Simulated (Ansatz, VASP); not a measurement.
# In: VASP beside Ansatz

INCAR

```
SYSTEM = In
  ALGO = Normal
  EDIFF = 1E-6
  ENCUT = 520
  GGA = PS
  ISIF = 2
  ISMEAR = -1
  LASPH = .TRUE.
  LCHARG = .TRUE.
  LELF = .TRUE.
  LREAL = .FALSE.
  LVHAR = .TRUE.
  LWAVE = .FALSE.
  NBANDS = 26
  NELM = 80
  PREC = Accurate
  SIGMA = 0.05
```

The input KPOINTS:

```
k-points
0
G
  7 7 7
  0 0 0
```

File POSCAR:

```
In
1.0
    1.6696368166      0.9639652655      8.2074632500
   -1.6696368166      0.9639652655      8.2074632500
    0.0000000000     -1.9279305310      8.2074632500
In
3
Direct
    0.2219877600      0.2219877600      0.2219877600
    0.7780122400      0.7780122400      0.7780122400
    0.0000000000      0.0000000000      0.0000000000
```

input.yaml

```yaml
crystal:
  lattice:
    - [1.6696368166, 0.9639652655, 8.20746325]
    - [-1.6696368166, 0.9639652655, 8.20746325]
    - [0.0, -1.927930531, 8.20746325]
  atoms:
    - { symbol: In, position: [0.22198776, 0.22198776, 0.22198776] }
    - { symbol: In, position: [0.77801224, 0.77801224, 0.77801224] }
    - { symbol: In, position: [0.0, 0.0, 0.0] }
kpoints:
  mp_grid: { grid: [7, 7, 7] }
  band_path:
    path: [[0.0, 0.0, 0.0], [0.5, 0.0, 0.0], [0.5, 0.175862977, -0.175862977]]
    npoints: 12
scf:
  occupations: { method: fermi_dirac, width: 0.05 }
hamiltonian:
  xc: pbesol
  pseudopotentials: { kind: all_electron, lapw: { basis_error: 0.002 } }
output:
  forces: true
  stress: true
  eigenvalues: true
```

Alike in both runs: functional PBEsol; k mesh 7 × 7 × 7; occupations fermi-dirac, width 0.05 eV; no spin polarisation.

|  | VASP | Ansatz |
| --- | --- | --- |
| version | VASP 6.6.1 | Ansatz 0.2.0 |
| potentials or method | VASP PAW PBE potentials, release 64 (In_d) | all-electron LAPW, scalar-relativistic |
| plane-wave cutoff (eV) | 520 | see its input |
| task | single point | band structure |

```csv
,VASP,Ansatz,Ansatz less VASP
gap on the k mesh at the Fermi level (eV),none,none,-
pressure (GPa),-1.4,-1.3,+0.04
largest component of the traceless stress (GPa),2.19,2.19,+0.003
rms of the force components (eV/Å),0.003,0.003,+0.0003
```

Atom by atom the forces differ by 0.000 eV/Å (rms over components). A gap of «none» marks a metal or a gap that the smearing closes. Ansatz ran all-electron here, so the differences hold the error of VASP's frozen core and of both bases.

Caveats: the PAW data sets were made with another functional, which shifts forces and pressure a little (VASP); the k mesh is thin for a metal, which can move the energy by tens of meV per atom (Ansatz); spin-orbit coupling is left out, which moves the levels of the heavy elements (Ansatz).
